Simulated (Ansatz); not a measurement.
Co (P-3m1); Co2 tilted by 135° from z and held.

```
CELL_PARAMETERS angstrom
2.48736 0.00000 0.00000
-1.24368 2.15412 0.00000
0.00000 0.00000 4.06329
ATOMIC_POSITIONS crystal
Co 0.66667 0.33333 0.25986
Co 0.33333 0.66667 0.74014
```

The source of the geometry is a structure from the Materials Project; atoms and cell stay fixed.

Settings: PBE, 15×15×8 k mesh, Fermi–Dirac smearing of 0.08 eV. PAW means Ansatz 0.2.0 on its default frozen-core files. Site moments are integrated in spheres about the atoms. Start moments (μB): Co1 1.7, Co2 1.7.

The self-consistent cycle went as follows.

```
iteration  Harris–Foulkes energy less the last (meV)  density residual (eV)  ∫|m| (μB)
        1                                      9.645                3.7e-01     2.7640
        2                                     37.362                1.8e-02     2.7339
        3                                     20.084                1.6e-02     2.7003
        4                                     -7.643                1.9e-02     2.6335
        5                                     -9.746                3.7e-04     2.5833
        6                                     -9.200                5.9e-03     2.5480
        7                                     -9.151                1.1e-03     2.4909
        8                                     -9.103                3.2e-04     2.4556
        9                                     -8.764                6.8e-07     2.4357
       10                                     -8.625                2.9e-06     2.4257
       11                                     -8.530                1.0e-06     2.4180
       12                                     -8.562                3.1e-06     2.4185
       13                                     -8.585                3.1e-08     2.4189
       14                                    -27.448                1.2e-04     2.3899
       15                                    -95.213                2.2e-03     2.5425
       16                                    -23.057                1.2e-04     2.3879
       17                                    -15.962                4.7e-05     2.3888
       18                                     -7.056                2.1e-03     2.3936
       19                                     -0.060                2.1e-06     2.3929
       20                                     -0.181                5.2e-07     2.3912
       21                                      0.011                8.5e-07     2.3757
       22                                      0.259                3.9e-06     2.3686
       23                                      0.055                1.4e-06     2.3625
       24                                      0.011                6.5e-08     2.3632
       25                                      0.003                1.8e-08     2.3636
       26                                      0.000                1.6e-08     2.3636
```

Site moments (μB): Co1 (0.00, 0.00, 1.14); Co2 (0.80, 0.00, -0.81). Cell moment 0.83 μB.

The Ansatz runs typed with the search for lower states off end where their start leads. These are results for the start and cell typed. The real compound can order otherwise, in a larger cell, or not at all, since semilocal functionals at zero temperature often overstate magnetism.
